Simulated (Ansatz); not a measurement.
SnO2:

```
CELL_PARAMETERS angstrom
-5.37331 5.37331 1.61623
5.37331 -5.37331 1.61623
5.37331 5.37331 -1.61623
ATOMIC_POSITIONS crystal
Sn 0.35108 0.83107 0.18214
Sn 0.83107 0.64892 0.47999
Sn 0.16893 0.35108 0.52001
Sn 0.64892 0.16893 0.81786
O 0.20560 0.15493 0.36053
O 0.84507 0.20560 0.05067
O 0.79440 0.84507 0.63947
O 0.15493 0.79440 0.94933
O 0.16104 0.54296 0.70400
O 0.54296 0.83896 0.38192
O 0.45704 0.16104 0.61808
O 0.83896 0.45704 0.29600
```

Measurements of this composition are mostly on another form, of space group No. 136.

* Program: Ansatz 0.2.0
* Task: relaxation of cell and atoms
* Functional: RPBE
* Dispersion: D4
* Potentials or basis: Ansatz PAW
* Cutoff: 420 eV (not typed: the program's choice for these potentials)
* k mesh: 9 × 9 × 9
* Occupations: fermi-dirac, width 0.05 eV
* Spin: no spin polarisation

At the start: volume 15.55 Å³/atom.

Problem. How do energy, volume and symmetry change on relaxing?

Solution. It ends after 8 steps and the volume is 15.38 Å³/atom (-1.1 %); space group I4/m (No. 87, to 0.05 Å).

The path:
```csv
step,energy change (eV),largest force (eV/Å),volume (Å³)
1,0.0000,0.2384,186.66
2,-0.0241,0.1649,185.38
3,-0.0320,0.0592,184.36
4,-0.0317,0.0401,184.60
5,-0.0319,0.0007,184.64
6,-0.0245,0.0008,184.64
7,-0.0250,0.0003,184.52
8,-0.0246,0.0003,184.52
```

Final structure:
```
CELL_PARAMETERS angstrom
-5.35160 5.35160 1.61072
5.35160 -5.35160 1.61072
5.35160 5.35160 -1.61072
ATOMIC_POSITIONS crystal
Sn 0.35028 0.83299 0.18327
Sn 0.83299 0.64972 0.48271
Sn 0.16701 0.35028 0.51729
Sn 0.64972 0.16701 0.81673
O 0.20664 0.15503 0.36167
O 0.84497 0.20664 0.05160
O 0.79336 0.84497 0.63833
O 0.15503 0.79336 0.94840
O 0.15927 0.54220 0.70148
O 0.54220 0.84073 0.38293
O 0.45780 0.15927 0.61707
O 0.84073 0.45780 0.29852
```

Caveat: the plane-wave basis is chosen anew once the cell has moved, so the energies of steps on either side of that aren't comparable; the pressure holds a Pulay correction of +0.6 GPa for the finite cutoff; the PAW data sets come from PBE, with cores solved anew for the run's functional, which leaves a small shift of forces and pressure.
